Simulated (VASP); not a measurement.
Crystal: TiO2 (Rutile).

```
Ti O
1.0
     4.59220    0.00000    0.00000
     0.00000    4.59220    0.00000
     0.00000    0.00000    2.95740
Ti O
2 4
Direct
  0.00000 0.00000 0.00000
  0.50000 0.50000 0.50000
  0.30496 0.30496 0.00000
  0.19504 0.80496 0.50000
  0.69504 0.69504 0.00000
  0.80496 0.19504 0.50000
```

Base run:

```yaml
Program: VASP 6.6.1
Functional: PBE
Potentials_or_basis: VASP PAW PBE potentials, release 64 (Ti_sv, O)
Cutoff: 520 eV
k_mesh: 5 × 5 × 8
Occupations: fermi-dirac, width 0.02 eV
Spin: no spin polarisation
```

Its results: band gap on the k mesh 1.87 eV, direct; pressure 6.1 GPa; largest force 0.126 eV/Å.

Q: The run is repeated on the same cell with these changes: functional from PBE to LDA; potentials or basis from VASP PAW PBE potentials, release 64 (Ti_sv, O) to VASP PAW LDA potentials, release 64 (Ti_sv, O). What comes out?

A: Band gap on the k mesh 1.78 eV, direct; pressure -6.8 GPa; largest force 0.003 eV/Å.

Caveats: an odd mesh through Γ misses points on the zone boundary, where band edges often lie.

Not every run made on this cell is shown here.
